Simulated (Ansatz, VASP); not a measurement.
# Two plane-wave programs on ZnS

```
Zn S
1.0
     3.84513    0.00000    0.00000
    -1.92257    3.32998    0.00000
     0.00000    0.00000    6.30572
Zn S
2 2
Direct
  0.33333 0.66667 0.93750
  0.66667 0.33333 0.43750
  0.33333 0.66667 0.43750
  0.66667 0.33333 0.93750
```

Change from the starting cell: polar distortion scaled by 0.00.

Alike in both runs: task single point; functional PBE; k mesh 9 × 9 × 6; no spin polarisation.

```csv
,VASP,Ansatz
version,VASP 6.6.1,Ansatz 0.2.0
potentials or method,"VASP PAW PBE potentials, release 64 (Zn, S)","scalar-relativistic, plane waves, PAW"
plane-wave cutoff (eV),520,420
occupations,"gaussian, width 0.01 eV",fixed
valence electrons in the cell,36,36
```

Ansatz gave:

| Quantity | Value |
| --- | --- |
| gap on the k mesh at the Fermi level (eV) | 2.41 |
| least direct gap on the mesh (eV) | 2.43 |
| pressure (GPa) | 5.1 |
| largest component of the traceless stress (GPa) | 4.41 |

**Question.** What did VASP give for the same quantities?

**Answer.** gap on the k mesh at the Fermi level (eV): 2.42; least direct gap on the mesh (eV): 2.43; pressure (GPa): 5.2; largest component of the traceless stress (GPa): 4.59.

Caveats: an odd mesh through Γ misses points on the zone boundary, where band edges often lie.
